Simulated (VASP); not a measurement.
Here is a VASP 6.6.1 calculation.

File POSCAR:

```
BeSe
1.0
    0.0000000000      2.5810272996      2.5810272996
    2.5810272996      0.0000000000      2.5810272996
    2.5810272996      2.5810272996      0.0000000000
Be Se
1 1
Direct
    0.0000000000      0.0000000000      0.0000000000
    0.2500000000      0.2500000000      0.2500000000
```

INCAR.step1

```
  ALGO = Normal
  EDIFF = 1E-4
  ENCUT = 520
  GGA = PE
  ISMEAR = 0
  LASPH = True
  LCHARG = False
  LREAL = False
  LWAVE = True
  NBANDS = 11
  NELM = 100
  PREC = Accurate
  SIGMA = 0.02
```

The input INCAR.step2:

```
  ALGO = Normal
  EDIFF = 1E-6
  ENCUT = 520
  ISIF = 2
  ISMEAR = 0
  ISTART = 1
  LASPH = True
  LCHARG = True
  LELF = True
  LMIXTAU = True
  LREAL = False
  LVHAR = True
  LWAVE = False
  METAGGA = R2SCAN
  NBANDS = 11
  NELM = 100
  PREC = Accurate
  SIGMA = 0.02
```

KPOINTS

```
k-points
0
Gamma
  8 8 8
```

Potentials or basis: VASP PAW PBE potentials, release 64 (Be, Se).

Launch:

```console
$ cat potpaw_PBE.64/Be/POTCAR potpaw_PBE.64/Se/POTCAR > POTCAR
$ cp INCAR.step1 INCAR
$ mpirun -np 1 vasp_std > vasp.out
$ cp INCAR.step2 INCAR
$ mpirun -np 1 vasp_std > vasp.out
```

(1) Estimate the band gap on the k mesh.

(2) Predict the pressure.

Answers

(1) 3.12 eV, indirect (least direct gap 5.04 eV).

(2) 0.3 GPa.

Caveat: the PAW data sets were made with another functional, which shifts forces and pressure a little.
